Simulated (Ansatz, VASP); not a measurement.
KF: VASP beside Ansatz

Contents of INCAR:

```
SYSTEM = KF
  PREC = Accurate
  ENCUT = 520
  EDIFF = 1E-7
  ISMEAR = -1
  SIGMA = 0.02
  LREAL = .False.
  LASPH = .True.
  NELM = 100
  ALGO = Normal
  ISIF = 2
  LWAVE = .False.
  LCHARG = .False.
  GGA = PE
  NBANDS = 15
```

KPOINTS

```
regular mesh
0
Gamma
  8 8 8
  0 0 0
```

POSCAR

```
KF
1.0
    0.0000000000      2.6701281979      2.6533767463
    2.6701281979      0.0000000000      2.6533767463
    2.6701281979      2.6701281979      0.0000000000
K F
1 1
Direct
    0.0000000000      0.0000000000      0.0000000000
    0.5000000000      0.5000000000      0.5000000000
```

Input for Ansatz:

```yaml
crystal:
  lattice:
    - [0.0, 2.6701281979, 2.6533767463]
    - [2.6701281979, 0.0, 2.6533767463]
    - [2.6701281979, 2.6701281979, 0.0]
  atoms:
    - { symbol: K, position: [0.0, 0.0, 0.0] }
    - { symbol: F, position: [0.5, 0.5, 0.5] }
kpoints:
  mp_grid: { grid: [8, 8, 8] }
  band_path:
    path:
      - [0.0, 0.0, 0.0]
      - [0.5, 0.0, 0.5]
      - [0.625, 0.25, 0.625]
      - [0.375, 0.375, 0.75]
      - [0.5, 0.5, 0.5]
      - [0.5, 0.25, 0.75]
    npoints: 1
hamiltonian:
  xc: pbe
scf:
  occupations: { method: fermi_dirac, width: 0.02 }
  n_extra_bands: 4
output:
  forces: true
  stress: true
  eigenvalues: true
  write_density: true
  write_potential: true
  elf: true
  volumetric_format: npy
```

Change from the starting cell: epitaxial_xy strain +0.4%.

Alike in both runs: task single point; functional PBE; k mesh 8 × 8 × 8; occupations fermi-dirac, width 0.02 eV; no spin polarisation.

```csv
,VASP,Ansatz
version,VASP 6.6.1,Ansatz 0.2.0
potentials or method,"VASP PAW PBE potentials, release 64 (K_sv, F)","plane waves, PAW"
plane-wave cutoff (eV),520,420
valence electrons in the cell,16,16
```

Ansatz gave:

```
gap on the k mesh at the Fermi level (eV)       : 6.22
pressure (GPa)                                  : 1.7
largest component of the traceless stress (GPa) : 0.25
```

**Question.** Estimate VASP's values.

**Answer.** gap on the k mesh at the Fermi level (eV): 6.20; pressure (GPa): 1.7; largest component of the traceless stress (GPa): 0.26.

A k mesh can miss the band edges.
